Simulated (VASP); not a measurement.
Input of a VASP 6.6.1 run:

Contents of INCAR:

```
SYSTEM = NbH2
PREC     = Accurate       ! precision mode
ENCUT    = 520            ! plane-wave cutoff, eV
EDIFF    = 1E-6           ! SCF threshold, eV
ISMEAR   = 0              ! smearing method
SIGMA    = 0.1            ! smearing width, eV
LREAL    = .FALSE.        ! projectors in reciprocal space
LASPH    = .TRUE.         ! aspherical terms in the spheres
NELM     = 150            ! most SCF steps
ALGO     = Normal         ! electronic algorithm
ISIF     = 2              ! what is computed and relaxed
LWAVE    = .FALSE.        ! write WAVECAR
LCHARG   = .TRUE.         ! write CHGCAR
MAGMOM   = 0 0 0 0 0 0 0 0 0 ! initial moments
LORBIT   = 11             ! projections on sites
LSORBIT  = .TRUE.         ! spin-orbit coupling
GGA_COMPAT= .FALSE.      
LORBMOM  = .TRUE.       
LMAXMIX  = 4              ! l up to which the mixer works
LDAU     = .TRUE.         ! DFT+U
LDAUTYPE = 2            
LDAUL    = 2 -1           ! shell
LDAUU    = 8 0            ! U, eV
LDAUJ    = 0 0          
LDAUPRINT= 1            
GGA      = PS             ! functional
LVHAR    = .TRUE.       
NBANDS   = 28             ! bands
```

KPOINTS

```
regular mesh
0
G
  9 9 9
  0 0 0
```

Contents of POSCAR:

```
NbH2
1.0
    0.0000000000      2.2815000000      2.2815000000
    2.2815000000      0.0000000000      2.2815000000
    2.2815000000      2.2815000000      0.0000000000
Nb H
1 2
Direct
    0.0000000000      0.0000000000      0.0000000000
    0.7500000000      0.7500000000      0.7500000000
    0.2500000000      0.2500000000      0.2500000000
```

Potentials or basis: VASP PAW PBE potentials, release 64 (Nb_sv, H).

Launch:

```sh
$ cat potpaw_PBE.64/Nb_sv/POTCAR potpaw_PBE.64/H/POTCAR > POTCAR
$ mpirun -np 1 vasp_ncl > vasp.out
```

Problem. Estimate the net moment.

Solution. 0.00 μB per cell.

Problem. What does it give for the pressure?

Solution. 7.0 GPa.

Moments on the atoms (μB; x, y, z):
```
Nb  0.00 0.00 0.00
H   0.00 0.00 0.00
H   0.00 0.00 0.00
```

Caveat: the PAW data sets were made with another functional, which shifts forces and pressure a little; the U is typed as a test and isn't derived for this compound. The state reached can hang on the start; a lower one may exist.
